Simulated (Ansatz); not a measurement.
**BaS from its elements: all-electron against pseudopotential results**

```
Ba S
1.0
     0.00000    3.21439    3.21439
     3.21439    0.00000    3.21439
     3.21439    3.21439    0.00000
Ba S
1 1
Direct
  0.00000 0.00000 0.00000
  0.50000 0.50000 0.50000
```

The cell comes from a relaxation on PAW files under the same functional, begun from a database entry that needn't be the ground state.

Level of theory: DFT with PBE, scalar-relativistic, in Ansatz 0.2.0; a Γ-centred 8×8×8 k mesh, Fermi–Dirac smearing of 0.02 eV, no spin polarisation. LAPW: all electrons, basis error target 0.5 meV/atom; PAW: frozen-core files, cutoff 420 eV.

The elements are taken as Ba bcc, S S6 rings, each relaxed on PAW files under the same functional and computed by the same method as the compound; zero-point and thermal terms are left out. PBE lacks dispersion, which leaves layered or molecular solids underbound, be they references or the compound itself. S6 rings stand in for α-S8.

Spin–orbit coupling is left out, which matters for the heavy atoms.

Give the formation energy by each method, with the residual pressure at this cell and the LAPW gap.



```
method  ΔE(formation) (eV/atom)  P at this cell (GPa)  gap (eV)
  LAPW                   -2.163                 -0.01      2.23
   PAW                   -2.165                 -0.01         –
```

Give the LAPW value for one formula unit in kJ/mol.

-2.163 eV/atom × 2 atoms × 96.485 kJ/(mol·eV) = -417.4 kJ/mol, at zero temperature and without zero-point motion.

How does the cell move when LAPW relaxes it further?

It takes no step: the LAPW pressure of -0.01 GPa and the forces already lie within the run's tolerances.
